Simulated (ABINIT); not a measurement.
Runs of ABINIT 10.8.3 (patched build) on CdS (Greenockite). Symmetry: P6_3mc, No. 186, hexagonal system. Conventional cell: a = 4.150 Å, b = 4.150 Å, c = 6.737 Å, α = 90.00°, β = 90.00°, γ = 120.00°. Around Cd (site symmetry 3m) lie 4 S at 2.53 to 2.54 Å. Around S (site symmetry 3m) lie 4 Cd at 2.53 to 2.54 Å. 

```csv
task,level,potentials or basis,k mesh,mesh quality,gap on the mesh (eV),largest force (eV/Å)
single point,PBEsol,JTH PAW PBE v2.0,6 × 6 × 3,not flagged,1.04,0.07
single point,LDA,JTH PAW LDA v2.0,4 × 4 × 2,coarse,(a),0.05
band structure,LDA-Teter,JTH PAW LDA v2.0,7 × 7 × 4,not flagged,0.89,0.06
single point,PBEsol,JTH PAW PBE v2.0,9 × 9 × 5,not flagged,1.04,0.07
band structure,revPBE,JTH PAW PBE v2.0,7 × 7 × 4,not flagged,1.31,0.07
single point,LDA,JTH PAW LDA v2.0,9 × 9 × 5,not flagged,0.89,0.06
band structure,HCTH407,JTH PAW PBE v2.0,7 × 7 × 4,not flagged,1.67,0.06
band structure,LDA,JTH PAW LDA v2.0,7 × 7 × 4,not flagged,0.89,0.06
```

Alike in all rows: no spin polarisation; cell as given; cutoff (eV) 544; smearing fermi-dirac 0.05 eV.

**Question.** Fill in the values left out.

**Answer.** (a) 0.88.

Caveats: some runs use coarse meshes; the PAW data sets were made with another functional, which shifts forces and pressure a little (some runs).

A k mesh can miss the band edges, and the runs leave out spin-orbit coupling on Cd.

Runs at the PBE level aren't shown here.
